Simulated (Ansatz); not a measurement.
Two Ansatz runs on Zr

The structure comes from a relaxation in the same program, started in the bcc type, and has space group Im-3m. Whether it is a known phase or the ground state wasn't checked.

First run: DFT, PBE, all-electron PAW with datasets made for the crystal, scalar-relativistic (Ansatz 0.2.0).

Command: `ansatz run input.yaml --threads 1 --pin off --max-ram 2048MiB --backend cpu --events-out ev --progress --plain --runs-dir out` The run took 7.2 s on 1 thread of AMD EPYC 7R43 64-Core Processor (Zen 3) (shared host), peak memory 0.38 GiB.

```yaml
crystal:
  lattice:
    - [-1.7874363931, 1.7874363931, 1.7874363931]
    - [1.7874363931, -1.7874363931, 1.7874363931]
    - [1.7874363931, 1.7874363931, -1.7874363931]
  atoms:
    - { symbol: Zr, position: [0.0, 0.0, 0.0] }
kpoints:
  mp_grid: { grid: [16, 16, 16] }
  band_path:
    path:
      - [0.0, 0.0, 0.0]
      - [0.5, -0.5, 0.5]
      - [0.0, 0.0, 0.5]
      - [0.0, 0.0, 0.0]
      - [0.25, 0.25, 0.25]
      - [0.5, -0.5, 0.5]
      - [0.25, 0.25, 0.25]
      - [0.0, 0.0, 0.5]
    npoints: 8
scf:
  occupations: { method: fermi_dirac, width: 0.05 }
hamiltonian:
  xc: pbe
  pseudopotentials: { kind: all_electron, datasets: crystal }
output:
  forces: true
  stress: true
  eigenvalues: true
  efg: { contact_densities: true }
```

Result: converged; pressure 0.03 GPa; no gap on the k mesh; 6 SCF iterations.

The input is then changed:

```diff
@@ -29,3 +29,4 @@
   eigenvalues: true
   efg: { contact_densities: true }
+accuracy: high
```

(1) Predict the outcome of the changed run.

Results:

(1) It was refused before any iteration. The program says:
```
Error: hamiltonian.pseudopotentials.datasets: crystal, beside a feature not held to (accuracy, as the run sets its own cutoffs) — the datasets of this kind: all_electron run are made for its crystal, and no such run has been held to what stands beside, or a reason given rules it out; change each as told or leave it out, or set another kind (and leave the keys of all_electron out)
```
